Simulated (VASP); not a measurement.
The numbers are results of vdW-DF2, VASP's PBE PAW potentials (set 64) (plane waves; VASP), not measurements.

The input files of a VASP run:

**KPOINTS**
```
k-points along high-symmetry lines
15
Line-mode
Reciprocal
  0.000000   0.000000   0.000000 ! GAMMA
  0.500000   0.000000   0.500000 ! X

  0.500000   0.000000   0.500000 ! X
  0.625000   0.250000   0.625000 ! U

  0.375000   0.375000   0.750000 ! K
  0.000000   0.000000   0.000000 ! GAMMA

  0.000000   0.000000   0.000000 ! GAMMA
  0.500000   0.500000   0.500000 ! L

  0.500000   0.500000   0.500000 ! L
  0.500000   0.250000   0.750000 ! W

  0.500000   0.250000   0.750000 ! W
  0.500000   0.000000   0.500000 ! X
```

**POSCAR**
```
BaF2
1.0
  0.0000000000   3.1753729188   3.1753729188
  3.1753729188   0.0000000000   3.1753729188
  3.1753729188   3.1753729188   0.0000000000
Ba F
1 2
Cart
  3.1753729188   0.0000000000   3.1753729188
  1.5876864594   1.5876864594   1.5876864594
  4.7630593782   4.7630593782   4.7630593782
```

**INCAR**
```
AGGAC=0.0
ALGO=Normal
EDIFF=1E-7
ENCUT=520
GGA=ML
ICHARG=11
ISMEAR=0
LASPH=T
LCHARG=F
LMAXMIX=4
LORBIT=11
LREAL=F
LUSE_VDW=T
LWAVE=F
NELM=100
PREC=Accurate
SIGMA=0.05
SYSTEM=BaF2
ZAB_VDW=-1.8867
```

POTCAR, in this order: Ba_sv F (PBE.64 set). Program: vasp_std. Read from the step before: CHGCAR.

The resulting files:

### OUTCAR
```
 ion  position               nearest neighbor table
   1  0.000  0.000  0.000-   3 2.75   3 2.75   3 2.75   2 2.75   2 2.75   2 2.75   3 2.75   2 2.75
  LATTYP: Found a face centered cubic cell.
 ALAT       =     6.3507458376
 Subroutine PRICEL returns:
 Original cell was already a primitive cell.
 Subroutine GETGRP returns: Found 48 space group operations
The static configuration has the point symmetry O_h .
The dynamic configuration has the point symmetry O_h .
 Subroutine INISYM returns: Found 48 space group operations
   k-points           NKPTS =     90   k-points in BZ     NKDIM =     90   number of bands    NBANDS=     16
   number of dos      NEDOS =    301   number of ions     NIONS =      3
   total plane-waves  NPLWV =  46656
   dimension x,y,z NGX =    36 NGY =   36 NGZ =   36
   dimension x,y,z NGXF=    72 NGYF=   72 NGZF=   72
   ions per type =               1   2
   PREC   = accura    normal or accurate (medium, high low for compatibility)
   ISTART =      0    job   : 0-new  1-cont  2-samecut
   ICHARG =     11    charge: 1-file 2-atom 10-const
   ISPIN  =      1    spin polarized calculation?
   LNONCOLLINEAR =      F non collinear calculations
   LSORBIT =      F    spin-orbit coupling
   INIWAV =      1    electr: 0-lowe 1-rand  2-diag
   ENCUT  =  520.0 eV  38.22 Ry    6.18 a.u.   8.35  8.35  8.35*2*pi/ulx,y,z
   NELM   =    100;   NELMIN=  2; NELMDL= -5     # of ELM steps
   EDIFF  = 0.1E-06   stopping-criterion for ELM
   LREAL  =      F    real-space projection
   NLSPLINE    = F    spline interpolate recip. space projectors
   LMAXMIX     =    4 max onsite mixed and CHGCAR
   VOSKOWN=      0    Vosko Wilk Nusair interpolation
   EDIFFG = 0.1E-05   stopping-criterion for IOM
   NSW    =      0    number of steps for IOM
   NBLOCK =      1;   KBLOCK =      1    inner block; outer block
   IBRION =     -1    ionic relax: 0-MD 1-quasi-New 2-CG
   NFREE  =      0    steps in history (QN), initial steepest desc. (CG)
   ISIF   =      2    stress and relaxation
   ISYM   =      2    0-nonsym 1-usesym 2-fastsym
   TEIN   =    0.0    initial temperature
   TEBEG  =    0.0;   TEEND  =   0.0 temperature during run
   SMASS  =  -3.00    Nose mass-parameter (am)
   PSTRESS=    0.0 pullay stress
   NELECT =      24.0000    total number of electrons
   EFERMI =   0.00;   METHOD = LEGACY
   ISMEAR =     0;   SIGMA  =   0.05  broadening in eV -4-tet -1-fermi 0-gaus
   IALGO  =     38    algorithm
   LDIAG  =      T    sub-space diagonalisation (order eigenvalues)
   IMIX   =      4    mixing-type and parameters
     AMIX     =   0.40;   BMIX     =  1.00
     AMIX_MAG =   1.60;   BMIX_MAG =  1.00
     AMIN     =   0.10
   GGA     = ML    functional components
   VOSKOWN =     0    Vosko Wilk Nusair interpolation
   LHFCALC =     F    Hartree Fock is set to
   LHFONE  =     F    Hartree Fock one center treatment
   AEXX    =    0.0000 exact exchange contribution
   LUSE_VDW   =     T    switch on vdW DFT
   IVDW    =     0    specifies the selected vdW correction
   LEPSILON=     F    determine dielectric tensor
   LRPA    =     F    only Hartree local field effects (RPA)
  energy-cutoff  :      520.00
  volume of cell :       64.03
      direct lattice vectors                 reciprocal lattice vectors
     0.000000000  3.175372919  3.175372919    -0.157461820  0.157461820  0.157461820
     3.175372919  0.000000000  3.175372919     0.157461820 -0.157461820  0.157461820
     3.175372919  3.175372919  0.000000000     0.157461820  0.157461820 -0.157461820
 k-point     1 :   0.0000 0.0000 0.0000  plane waves:    1759
 k-point     2 :   0.0357 0.0000 0.0357  plane waves:    1739
 k-point     3 :   0.0714 0.0000 0.0714  plane waves:    1739
 k-point     4 :   0.1071 0.0000 0.1071  plane waves:    1740
 k-point     5 :   0.1429 0.0000 0.1429  plane waves:    1728
 k-point     6 :   0.1786 0.0000 0.1786  plane waves:    1744
 k-point     7 :   0.2143 0.0000 0.2143  plane waves:    1736
 k-point     8 :   0.2500 0.0000 0.2500  plane waves:    1716
 k-point     9 :   0.2857 0.0000 0.2857  plane waves:    1724
 k-point    10 :   0.3214 0.0000 0.3214  plane waves:    1720
...
```

File OSZICAR:
```
       N       E                     dE             d eps       ncg     rms          rms(c)
DAV:   1     0.161295403197E+03    0.16130E+03   -0.12979E+04  2880   0.139E+03
DAV:   2    -0.452981765319E+01   -0.16583E+03   -0.16255E+03  3952   0.279E+02
DAV:   3    -0.119486482308E+02   -0.74188E+01   -0.74110E+01  3768   0.684E+01
DAV:   4    -0.120856975524E+02   -0.13705E+00   -0.13703E+00  4088   0.749E+00
DAV:   5    -0.120876893832E+02   -0.19918E-02   -0.19918E-02  3864   0.618E-01
DAV:   6    -0.120877214661E+02   -0.32083E-04   -0.32083E-04  4016   0.555E-02
DAV:   7    -0.120877223175E+02   -0.85142E-06   -0.85146E-06  3712   0.623E-03
DAV:   8    -0.120877223561E+02   -0.38587E-07   -0.38521E-07  3056   0.997E-04
   1 F= -.12087722E+02 E0= -.12087722E+02  d E =-.269214E-20
```

File OUTCAR:
```
 val. band max:       -2.6732660682   @ k =   0.2143   0.2143   0.4286

 cond. band min:       3.4091166793   @ k =   0.0000   0.0000   0.0000



 k-point     1 :       0.0000    0.0000    0.0000
  band No.  band energies     occupation
      1     -25.7243      2.00000
      2     -21.4346      2.00000
      3     -21.4127      2.00000
      4     -10.6058      2.00000
      5     -10.6058      2.00000
      6     -10.6058      2.00000
      7      -3.9457      2.00000
      8      -3.9457      2.00000
      9      -3.9457      2.00000
     10      -2.7331      2.00000
     11      -2.7331      2.00000
     12      -2.7331      2.00000
     13       3.4091      0.00000
     14       6.3482      0.00000
     15       6.3482      0.00000
     16       8.3650      0.00000

 k-point     2 :       0.0357    0.0000    0.0357
  band No.  band energies     occupation
      1     -25.7221      2.00000
      2     -21.4376      2.00000
      3     -21.4132      2.00000
      4     -10.6098      2.00000
      5     -10.6098      2.00000
      6     -10.6047      2.00000
      7      -3.9381      2.00000
      8      -3.9381      2.00000
      9      -3.9327      2.00000
     10      -2.7539      2.00000
     11      -2.7315      2.00000
     12      -2.7315      2.00000
     13       3.4476      0.00000
     14       6.3278      0.00000
     15       6.3608      0.00000
     16       8.3537      0.00000

 k-point     3 :       0.0714    0.0000    0.0714
  band No.  band energies     occupation
      1     -25.7155      2.00000
      2     -21.4458      2.00000
      3     -21.4171      2.00000
      4     -10.6218      2.00000
      5     -10.6218      2.00000
      6     -10.6016      2.00000
      7      -3.9155      2.00000
      8      -3.9155      2.00000
      9      -3.8940      2.00000
     10      -2.8142      2.00000
     11      -2.7269      2.00000
     12      -2.7269      2.00000
     13       3.5605      0.00000
     14       6.2685      0.00000
...
```

The density is held fixed in this step, so its total energy and stress have no physical meaning. Unless said otherwise, spin-orbit coupling is left out, though it shifts the bands of the heavy elements here.

The compound is BaF2 in the fluorite structure. It was relaxed first, which changed the volume by +7 %.
